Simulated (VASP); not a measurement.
H: single point with r2SCAN

Crystal: H.

```
CELL_PARAMETERS angstrom
2.63220 -2.57543 0.00000
2.63220 2.57543 0.00000
0.00000 0.00000 4.15558
ATOMIC_POSITIONS crystal
H 0.95330 0.04670 0.06851
H 0.45330 0.54670 0.43149
H 0.54670 0.45330 0.56851
H 0.04670 0.95330 0.93149
```

| Property | Result |
| --- | --- |
| Program | VASP 6.6.1 |
| Task | single point |
| Functional | r2SCAN |
| Potentials or basis | VASP PAW PBE potentials, release 64 (H) |
| Cutoff | 520 eV |
| k mesh | 5 × 5 × 4 |
| Occupations | gaussian, width 0.01 eV |
| Spin | no spin polarisation |

```yaml
Pressure: -0.3 GPa
Largest_force: 0.114 eV/Å
Band_gap_on_the_k_mesh: 10.21 eV, indirect (least direct gap 10.84 eV)
```

Forces in eV/Å, atoms in the order of the input:
```
H    0.000 -0.074 -0.087
H    0.000 -0.074  0.087
H    0.000  0.074 -0.087
H    0.000  0.074  0.087
```

Stress tensor (GPa, compression positive):
```
-0.13  0.00  0.00
 0.00 -0.36  0.00
 0.00  0.00 -0.39
```

Levels at points of the mesh, in eV from the valence-band top:
| k point | band 1 | band 2 | band 3 | band 4 | band 5 | band 6 |
| --- | --- | --- | --- | --- | --- | --- |
| (0.00, 0.00, 0.00) | -1.76 | 0.00 | 12.23 | 13.76 | 14.00 | 16.29 |
| (0.00, 0.00, 0.50) | -0.87 | -0.87 | 11.36 | 11.36 | 16.63 | 16.63 |

Run time: 21 s on 1 thread of Intel(R) Xeon(R) 6975P-C (Granite Rapids), on a shared host, peak memory 0.16 GiB.

Caveat: the PAW data sets were made with another functional, which shifts forces and pressure a little; an odd mesh through Γ misses points on the zone boundary, where band edges often lie. r2SCAN opens gaps a little over a GGA but as a rule still falls short of measured ones.
